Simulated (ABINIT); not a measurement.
Sb:

```
CELL_PARAMETERS angstrom
3.35453 0.00000 0.00000
-1.67727 2.90511 0.00000
0.00000 0.00000 5.47016
ATOMIC_POSITIONS crystal
Sb 0.66667 0.33333 0.75000
Sb 0.33333 0.66667 0.25000
```

This isn't the form of Sb at room conditions, which is rhombohedral.

| Quantity | Value |
| --- | --- |
| Program | ABINIT 10.8.3 (patched build) |
| Task | relaxation of cell and atoms |
| Functional | revPBE |
| Potentials or basis | JTH PAW PBE v2.0 |
| Cutoff | 517 eV |
| k mesh | 9 × 9 × 5 |
| Occupations | fermi-dirac, width 0.05 eV |
| Spin | no spin polarisation |

At the start: pressure 2.4 GPa; volume 26.65 Å³/atom.

**Question.** How do energy, volume and symmetry change on relaxing?

**Answer.** Over 10 steps the energy falls by 9.2 meV/atom and the volume is 27.77 Å³/atom (+4.2 %); space group P6_3/mmc (No. 194, to 0.05 Å).

Step by step:
| step | energy change (eV) | largest force (eV/Å) | pressure (GPa) | volume (Å³) |
| --- | --- | --- | --- | --- |
| 1 | 0.0000 | 0.0000 | 2.41 | 53.31 |
| 2 | -0.0054 | 0.0000 | 1.94 | 53.70 |
| 3 | -0.0159 | 0.0000 | 0.06 | 55.42 |
| 4 | -0.0160 | 0.0000 | -0.01 | 55.49 |
| 5 | -0.0161 | 0.0000 | -0.08 | 55.55 |
| 6 | -0.0163 | 0.0000 | -0.21 | 55.69 |
| 7 | -0.0168 | 0.0000 | -0.44 | 55.91 |
| 8 | -0.0171 | 0.0000 | -0.36 | 55.83 |
| 9 | -0.0183 | 0.0000 | 0.18 | 55.41 |
| 10 | -0.0184 | 0.0000 | 0.02 | 55.55 |

Final structure:
```
CELL_PARAMETERS angstrom
3.46525 0.00000 0.00000
-1.73263 3.00100 0.00000
0.00000 0.00000 5.34132
ATOMIC_POSITIONS crystal
Sb 0.66667 0.33333 0.75000
Sb 0.33333 0.66667 0.25000
```

Caveat: the PAW data sets were made with another functional, which shifts forces and pressure a little.
